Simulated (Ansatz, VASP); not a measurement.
Two plane-wave programs on LiH

```
Li H
1.0
     0.00000    1.99517    1.99517
     1.99517    0.00000    1.99517
     1.99517    1.99517    0.00000
Li H
1 1
Direct
  0.00000 0.00000 0.00000
  0.50000 0.50000 0.50000
```

Alike in both runs: task single point; functional PBE exchange alone; k mesh 11 × 11 × 11; no spin polarisation.

|  | VASP | Ansatz |
| --- | --- | --- |
| version | VASP 6.6.1 | Ansatz 0.2.0 |
| potentials or method | VASP PAW PBE potentials, release 64 (Li_sv, H) | Ansatz PAW earlier set |
| plane-wave cutoff (eV) | 520 | 800 |
| occupations | gaussian, width 0.01 eV | fixed |
| valence electrons in the cell | 4 | 4 |

Ansatz gave:

| Property | Result |
| --- | --- |
| gap on the k mesh at the Fermi level (eV) | 3.69 |
| least direct gap on the mesh (eV) | 3.69 |

Problem. Estimate VASP's values.

Solution. gap on the k mesh at the Fermi level (eV): 3.68; least direct gap on the mesh (eV): 3.68.

Caveats: an odd mesh through Γ misses points on the zone boundary, where band edges often lie (VASP); odd divisions of the mesh miss points on the zone boundary, where band edges often lie, so the gap on the mesh can be too wide (Ansatz).
